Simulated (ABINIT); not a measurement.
## NaCl (Fm-3m): G0W0 in ABINIT against the wavefunction cutoff in GW

Wanted: the cheapest wavefunction cutoff in GW that holds the gap of NaCl (Fm-3m).

Method: PBE and many-body steps on it, plane waves, in ABINIT 10.8.3.

Report form: the programs' logs are mostly left out.

The database entry behind the starting cell differs from later determinations by our own check (an axis about 0.4 % short against later determinations), so it need not match the best structure at ambient conditions.

## (1) Starting point

The structure is cubic, space group Fm-3m (No. 225). Conventional cell: a = 5.620 Å, b = 5.620 Å, c = 5.620 Å, α = 90.00°, β = 90.00°, γ = 90.00°. Na has 6 Cl at 2.81 Å nearest. Nearest to Cl lie 6 Na at 2.81 Å. Farther neighbours and most contacts between anions are not listed.

The cell and positions come from the Crystallography Open Database and are kept as given unless a step says otherwise.

## (2) Screening, 4×4×4 mesh, 80 bands, screening to 163.3 eV

This step: ABINIT 10.8.3; RPA screening on PBE, plane waves, norm-conserving pseudopotentials.

The RPA dielectric matrix is built and inverted for each q.

File run.abi:

```
acell 3*1.0 Angstrom
rprim 
  0.000000000000 2.810000000000 2.810000000000
  2.810000000000 0.000000000000 2.810000000000
  2.810000000000 2.810000000000 0.000000000000
ntypat 2
znucl 11 17
natom 2
typat 1 2
xred 
  0.000000000000 0.000000000000 0.000000000000
  0.500000000000 0.500000000000 0.500000000000
pp_dirpath "pseudos"
pseudos "Na.upf, Cl.upf"
ecut 38
ngkpt 4 4 4
nshiftk 1
shiftk 0 0 0
kptopt 1
chksymbreak 0
istwfk *1
occopt 1
irdwfk 1
optdriver 3
nband 80
ecuteps 6
inclvkb 2
awtr 1
symchi 1
ecutwfn 11.4
indata_prefix "in"
outdata_prefix "out"
tmpdata_prefix "tmp"
```

Started as:

```console
$ OMP_NUM_THREADS=1 mpirun -n 4 abinit run.abi > log
```

It took 7.1 s on 4 MPI ranks of Arm Neoverse V1, shared host; peak memory 0.36 GiB.

This step gave:

```
ε∞ with local fields, on this mesh, along the program's q direction : 2.397
the same without local fields                                       : 2.820
plasma frequency                                                    : 22.08 eV
plane waves in the screening matrix                                 : 181
```

Local fields lower ε∞ by 15 %. On a Γ-centred mesh this coarse the value itself is usually too large, while a short band sum pulls it down.

## (3) 11.4 Ha

This step: G0W0 on PBE, plane waves, norm-conserving pseudopotentials.

run.abi: that of step 2 with these lines changed.

```diff
@@ -23,8 +23,15 @@
 irdwfk 1
-optdriver 3
+optdriver 4
 nband 80
+gwcalctyp 0
+ecutsigx 11.4
+symsigma 1
+nkptgw 1
+kptgw 
+  0.0000000000 0.0000000000 0.0000000000
+bdgw 
+  6 12
 ecuteps 6
-inclvkb 2
-awtr 1
-symchi 1
+irdscr 1
+ppmodel 1
 ecutwfn 11.4
```

Wall time 3.7 s (4 MPI ranks); peak memory 0.37 GiB; 14 s of CPU time.

Numbers from this step:

- G0W0 gap on the points computed: 8.166 eV
- starting gap on the mesh: 5.150 eV
- k of the valence top: 0, 0, 0
- k of the conduction bottom: 0, 0, 0
- Z at the valence top: 0.81
- Z at the conduction bottom: 0.865
- least direct G0W0 gap on the computed points: 8.166 eV

## (4) Screening, 4×4×4 mesh, 80 bands, screening to 163.3 eV

This step: RPA screening on PBE, plane waves, norm-conserving pseudopotentials.

run.abi: that of step 3 with these lines changed.

```diff
@@ -23,16 +23,9 @@
 irdwfk 1
-optdriver 4
+optdriver 3
 nband 80
-gwcalctyp 0
-ecutsigx 11.4
-symsigma 1
-nkptgw 1
-kptgw 
-  0.0000000000 0.0000000000 0.0000000000
-bdgw 
-  6 12
 ecuteps 6
-irdscr 1
-ppmodel 1
-ecutwfn 11.4
+inclvkb 2
+awtr 1
+symchi 1
+ecutwfn 19
 indata_prefix "in"
```

Wall time 11 s (4 MPI ranks); peak memory 0.46 GiB; 42 s of CPU time.

Numbers from this step:

```
ε∞ with local fields, on this mesh, along the program's q direction : 2.384
the same without local fields                                       : 2.799
plasma frequency                                                    : 22.28 eV
plane waves in the screening matrix                                 : 181
```

## (5) 19 Ha

The self-energy is evaluated for the states that the input lists, and the levels follow from it, in one-shot runs by the linearised quasiparticle equation.

This step: G0W0 on PBE, plane waves, norm-conserving pseudopotentials.

run.abi: that of step 4 with these lines changed.

```diff
@@ -23,8 +23,15 @@
 irdwfk 1
-optdriver 3
+optdriver 4
 nband 80
+gwcalctyp 0
+ecutsigx 19
+symsigma 1
+nkptgw 1
+kptgw 
+  0.0000000000 0.0000000000 0.0000000000
+bdgw 
+  6 12
 ecuteps 6
-inclvkb 2
-awtr 1
-symchi 1
+irdscr 1
+ppmodel 1
 ecutwfn 19
```

It took 3.9 s on 4 MPI ranks; peak memory 0.43 GiB.

Numbers from this step:

```yaml
g0w0_gap_on_the_points_computed: 8.022 eV
starting_gap_on_the_mesh: 5.150 eV
k_of_the_valence_top: 0, 0, 0
k_of_the_conduction_bottom: 0, 0, 0
z_at_the_valence_top: 0.812
z_at_the_conduction_bottom: 0.865
least_direct_g0w0_gap_on_the_computed_points: 8.022 eV
```

The gap on the mesh goes from 5.15 eV to 8.02 eV, a correction of +2.87 eV.

## (6) Screening, 4×4×4 mesh, 80 bands, screening to 163.3 eV

This step: RPA screening on PBE, plane waves, norm-conserving pseudopotentials.

run.abi: that of step 5 with these lines changed.

```diff
@@ -23,16 +23,9 @@
 irdwfk 1
-optdriver 4
+optdriver 3
 nband 80
-gwcalctyp 0
-ecutsigx 19
-symsigma 1
-nkptgw 1
-kptgw 
-  0.0000000000 0.0000000000 0.0000000000
-bdgw 
-  6 12
 ecuteps 6
-irdscr 1
-ppmodel 1
-ecutwfn 19
+inclvkb 2
+awtr 1
+symchi 1
+ecutwfn 28.5
 indata_prefix "in"
```

Wall time 10 s (4 MPI ranks); peak memory 0.53 GiB.

Numbers from this step:

| Item | Value |
| --- | --- |
| ε∞ with local fields, on this mesh, along the program's q direction | 2.381 |
| the same without local fields | 2.795 |
| plasma frequency | 22.30 eV |
| plane waves in the screening matrix | 181 |

## (7) 28.5 Ha

This step: G0W0 on PBE, plane waves, norm-conserving pseudopotentials.

run.abi: that of step 6 with these lines changed.

```diff
@@ -23,8 +23,15 @@
 irdwfk 1
-optdriver 3
+optdriver 4
 nband 80
+gwcalctyp 0
+ecutsigx 28.5
+symsigma 1
+nkptgw 1
+kptgw 
+  0.0000000000 0.0000000000 0.0000000000
+bdgw 
+  6 12
 ecuteps 6
-inclvkb 2
-awtr 1
-symchi 1
+irdscr 1
+ppmodel 1
 ecutwfn 28.5
```

The job ended after 4.2 s (4 MPI ranks; peak memory 0.47 GiB).

Numbers from this step:

```yaml
g0w0_gap_on_the_points_computed: 7.995 eV
starting_gap_on_the_mesh: 5.150 eV
k_of_the_valence_top: 0, 0, 0
k_of_the_conduction_bottom: 0, 0, 0
least_direct_g0w0_gap_on_the_computed_points: 7.995 eV
```

Against the run before, the gap moves by −0.027 eV.

## (8) Screening, 4×4×4 mesh, 80 bands, screening to 163.3 eV

This step: RPA screening on PBE, plane waves, norm-conserving pseudopotentials.

run.abi: that of step 7 with these lines changed.

```diff
@@ -23,16 +23,8 @@
 irdwfk 1
-optdriver 4
+optdriver 3
 nband 80
-gwcalctyp 0
-ecutsigx 28.5
-symsigma 1
-nkptgw 1
-kptgw 
-  0.0000000000 0.0000000000 0.0000000000
-bdgw 
-  6 12
 ecuteps 6
-irdscr 1
-ppmodel 1
-ecutwfn 28.5
+inclvkb 2
+awtr 1
+symchi 1
 indata_prefix "in"
```

Run time: 16 s. Hardware: 4 MPI ranks; peak memory 0.74 GiB; 64 s of CPU time.

Numbers from this step:

```yaml
eps_infinity_with_local_fields_on_this_mesh_along_the_program_s_q_direction: 2.381
the_same_without_local_fields: 2.795
plasma_frequency: 22.30 eV
plane_waves_in_the_screening_matrix: 181
```

## (9) 38 Ha

This step: G0W0 on PBE, plane waves, norm-conserving pseudopotentials.

run.abi: that of step 8 with these lines changed.

```diff
@@ -23,8 +23,15 @@
 irdwfk 1
-optdriver 3
+optdriver 4
 nband 80
+gwcalctyp 0
+ecutsigx 38
+symsigma 1
+nkptgw 1
+kptgw 
+  0.0000000000 0.0000000000 0.0000000000
+bdgw 
+  6 12
 ecuteps 6
-inclvkb 2
-awtr 1
-symchi 1
+irdscr 1
+ppmodel 1
 indata_prefix "in"
```

It took 4.6 s on 4 MPI ranks; peak memory 0.58 GiB.

This step gave:

```yaml
g0w0_gap_on_the_points_computed: 7.989 eV
starting_gap_on_the_mesh: 5.150 eV
k_of_the_valence_top: 0, 0, 0
k_of_the_conduction_bottom: 0, 0, 0
least_direct_g0w0_gap_on_the_computed_points: 7.989 eV
```

Against the run before, the gap moves by −0.006 eV.

## (10) The runs together

Times are wall times on 4 MPI ranks of Arm Neoverse V1, shared host, good to a factor of about two. A run's time includes the screening step that it read.

| run | mesh | bands | screening cutoff (eV) | DFT gap (eV) | gap on the mesh (eV) | direct (eV) | ε∞ used | time |
| --- | --- | --- | --- | --- | --- | --- | --- | --- |
| 11.4 Ha | 4×4×4 | 80 | 163.3 | 5.150 | 8.166 | 8.166 | 2.40 | 11 s |
| 19 Ha | 4×4×4 | 80 | 163.3 | 5.150 | 8.022 | 8.022 | 2.38 | 15 s |
| 28.5 Ha | 4×4×4 | 80 | 163.3 | 5.150 | 7.995 | 7.995 | 2.38 | 14 s |
| 38 Ha | 4×4×4 | 80 | 163.3 | 5.150 | 7.989 | 7.989 | 2.38 | 21 s |

## (11) Results

```
11.4 Ha      : 8.166 eV
19 Ha        : 8.022 eV
28.5 Ha      : 7.995 eV
38 Ha        : 7.989 eV
known limits : not at the basis limit; coarse k mesh
```

In words: The setting moved: wavefunction cutoff in GW. From 11.4 Ha to 38 Ha the gap moves by −0.18 eV. It holds to 0.03 eV from 28.5 Ha on. Bands and screening cutoff are coupled, so a series along one setting does not show full convergence. The exchange cutoff follows the wavefunction cutoff here. Bands and cutoff are finite, so the gap is not at the basis limit. The miss can reach some tenths of an eV and take either sign; the mesh is an error of its own. In the G0W0 runs levels were corrected at 1 k point alone, so a gap called «on the mesh» is the least over those, and an edge elsewhere would be missed. The 4×4×4 mesh is coarse for this cell, which bears on the long-range parts of exchange and screening.

[Paths, hosts, dates, memory and timing lines, banners, echoed tables and standing remarks are left out of the program output.]

[Logs are printed without paths, hosts, clocks, repeated set-up lines and the standing remarks that a program may print on its own settings, such as how far it seeks lower states.]

[Runs of the session that timed out or met a known fault of the program may be left out.]

[Hosts, paths, dates, database ids (printed as entryN), source tags and the programs' standing remarks are cut or masked in the printed files.]

[G0W0 gaps are taken among the corrected bands and points alone; a level outside them can change the order at an edge.]

[Where Ansatz stands beside ABINIT at settings called matched, ABINIT's density can come from a denser mesh and the files from another edition; pairs whose starting gaps differed by over 0.03 eV were left out, so agreement reads better than it is.]
